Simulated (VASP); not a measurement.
# SiC, band structure: which settings are enough?

SiC, F-43m (no. 216), 2 atoms in the cell. HSE06; PAW potentials Si, C (PBE set). VASP 6.6.1.

Wanted: band energies at the path's corners within 0.1 eV; smallest gap over path and mesh within 0.05 eV.

What the run is for: bands; Accuracy asked: screening; Route: KPOINTS_OPT.

Band energies at the path's corners: counted from the valence top.

POSCAR:
```
SiC
1.0
    0.0000000000      2.1790000000      2.1790000000
    2.1790000000      0.0000000000      2.1790000000
    2.1790000000      2.1790000000      0.0000000000
Si C
1 1
Direct
    0.0000000000      0.0000000000      0.0000000000
    0.7500000000      0.7500000000      0.7500000000
```

The series start from Plane-wave cutoff (eV): 460; k-point mesh: 6 × 6 × 6; k points a path segment: 6; Electronic threshold (eV): 1e-6; Precision mode (PREC): Accurate; Bands in all (NBANDS): 16; FFT grid for exact exchange (PRECFOCK): Fast; Reduction of the exchange mesh (NKRED): 1. Each series keeps the choices made before it, and each single choice may use up half of a tolerance. Times cover all steps of a run.

## Plane-wave cutoff (eV)

| Plane-wave cutoff (eV) | Band energies at the path's corners, largest deviation (eV) | Smallest gap over path and mesh (eV) | Time (s) |
|---|---|---|---|
| 320 | 0.05 | 2.245 | 249 |
| 400 | 0.01 | 2.247 | 226 |
| 460 | 0.00 | 2.252 | 375 |
| 520 | 0.00 | 2.252 | 422 |
| 640 (reference) | 0.00 | 2.253 | 629 |

Chosen: 320, the loosest value from which every tighter one stays within half of the tolerance.

## k-point mesh

| k-point mesh | Band energies at the path's corners, largest deviation (eV) | Smallest gap over path and mesh (eV) | Time (s) |
|---|---|---|---|
| 4 × 4 × 4 | 0.04 | 2.252 | 84 |
| 6 × 6 × 6 | 0.00 | 2.245 | 249 |
| 8 × 8 × 8 (reference) | 0.00 | 2.244 | 796 |

Chosen: 4 × 4 × 4.

## Electronic threshold (eV)

| Electronic threshold (eV) | Band energies at the path's corners, largest deviation (eV) | Smallest gap over path and mesh (eV) | Time (s) |
|---|---|---|---|
| 0.001 | 0.00 | 2.253 | 34 |
| 0.0001 | 0.00 | 2.252 | 40 |
| 1e-5 | 0.00 | 2.252 | 48 |
| 1e-6 | 0.00 | 2.252 | 52 |
| 1e-7 (reference) | 0.00 | 2.252 | 54 |

Chosen: 0.001.

## Precision mode (PREC)

| Precision mode (PREC) | Band energies at the path's corners, largest deviation (eV) | Smallest gap over path and mesh (eV) | Time (s) |
|---|---|---|---|
| SingleN | 0.00 | 2.254 | 36 |
| Normal | 0.00 | 2.253 | 36 |
| Accurate (reference) | 0.00 | 2.253 | 34 |

Chosen: SingleN.

## Bands in all (NBANDS)

| Bands in all (NBANDS) | Band energies at the path's corners, largest deviation (eV) | Smallest gap over path and mesh (eV) | Time (s) |
|---|---|---|---|
| 6 | 0.19 | 2.254 | 24 |
| 7 | 0.04 | 2.254 | 21 |
| 8 | 0.00 | 2.253 | 24 |
| 10 | 0.00 | 2.253 | 28 |
| 16 | 0.00 | 2.254 | 36 |
| 26 (reference) | 0.00 | 2.254 | 69 |

Chosen: 7.

## FFT grid for exact exchange (PRECFOCK)

| FFT grid for exact exchange (PRECFOCK) | Band energies at the path's corners, largest deviation (eV) | Smallest gap over path and mesh (eV) | Time (s) |
|---|---|---|---|
| Fast | 0.00 | 2.254 | 21 |
| Normal | 0.00 | 2.253 | 37 |
| Accurate (reference) | 0.00 | 2.253 | 95 |

Chosen: Fast.

## Reduction of the exchange mesh (NKRED)

| Reduction of the exchange mesh (NKRED) | Band energies at the path's corners, largest deviation (eV) | Smallest gap over path and mesh (eV) | Time (s) |
|---|---|---|---|
| 2 | 0.61 | 2.865 | 6.6 |
| 1 (reference) | 0.00 | 2.254 | 21 |

Chosen: 1; the next looser run is off by more than half of the tolerance, so convergence isn't shown beyond this value.

Also changed on the way, by series that aren't shown: k points a path segment: 4.

The choices weren't compared together with a run at all the tightest settings, so their joint error isn't shown.

## The input

INCAR.step1:
```
SYSTEM = SiC
  ALGO = Normal
  EDIFF = 0.001
  EFERMI = MIDGAP
  ENCUT = 320
  GGA = PE
  GGA_COMPAT = .False.
  ISMEAR = 0
  KPAR = 2
  LASPH = .True.
  LCHARG = .False.
  LREAL = .False.
  LWAVE = .True.
  NBANDS = 7
  NELM = 120
  PREC = SingleN
  SIGMA = 0.03
```

INCAR.step2, as INCAR.step1 but for:
```
- LWAVE = .True.
+ HFSCREEN = 0.2
+ ISTART = 1
+ LHFCALC = .True.
+ LWAVE = .False.
+ PRECFOCK = Fast
```

KPOINTS:
```
Automatic mesh
0
Gamma
  4 4 4
  0 0 0
```

KPOINTS_OPT:
```
path GXWKGLUWLK,UX
4
line-mode
reciprocal
 0.0000000000  0.0000000000  0.0000000000  G
 0.5000000000  0.0000000000  0.5000000000  X

 0.5000000000  0.0000000000  0.5000000000  X
 0.5000000000  0.2500000000  0.7500000000  W

 0.5000000000  0.2500000000  0.7500000000  W
 0.3750000000  0.3750000000  0.7500000000  K

 0.3750000000  0.3750000000  0.7500000000  K
 0.0000000000  0.0000000000  0.0000000000  G

 0.0000000000  0.0000000000  0.0000000000  G
 0.5000000000  0.5000000000  0.5000000000  L

 0.5000000000  0.5000000000  0.5000000000  L
 0.6250000000  0.2500000000  0.6250000000  U

 0.6250000000  0.2500000000  0.6250000000  U
 0.5000000000  0.2500000000  0.7500000000  W

 0.5000000000  0.2500000000  0.7500000000  W
 0.5000000000  0.5000000000  0.5000000000  L

 0.5000000000  0.5000000000  0.5000000000  L
 0.3750000000  0.3750000000  0.7500000000  K

 0.6250000000  0.2500000000  0.6250000000  U
 0.5000000000  0.0000000000  0.5000000000  X
```

Commands (each step's output is kept before the next begins):
```
cat potpaw_PBE.64/Si/POTCAR potpaw_PBE.64/C/POTCAR > POTCAR
cp INCAR.step1 INCAR
mpirun -np 2 vasp_std > vasp.out
cp INCAR.step2 INCAR
mpirun -np 2 vasp_std > vasp.out
```

The chosen input took VASP 6.6.1 21 s on 2 cores (Intel Xeon Platinum 8259CL @ 2.50GHz (Skylake/Cascade Lake)), a shared host.

## An input that fails: fixed density with a functional that needs orbitals

VASP's message: Calculations where the Fock exchange is evaluated cannot be run with ICHARG>10. This includes hybrid-functional calculations, Hartree-Fock calculations, etc. Mind: To restart such a calculation, you need to provide the WAVECAR ….

Changes against the starting input:
```
(step 1)
- LWAVE = True
- LCHARG = False
- NELM = 120
+ LHFCALC = True
+ HFSCREEN = 0.2
+ LWAVE = False
+ LCHARG = True
+ NELM = 80
+ PRECFOCK = Fast
+ ISTART = 1
(step 2)
- NELM = 120
+ NELM = 80
+ ICHARG = 11
```
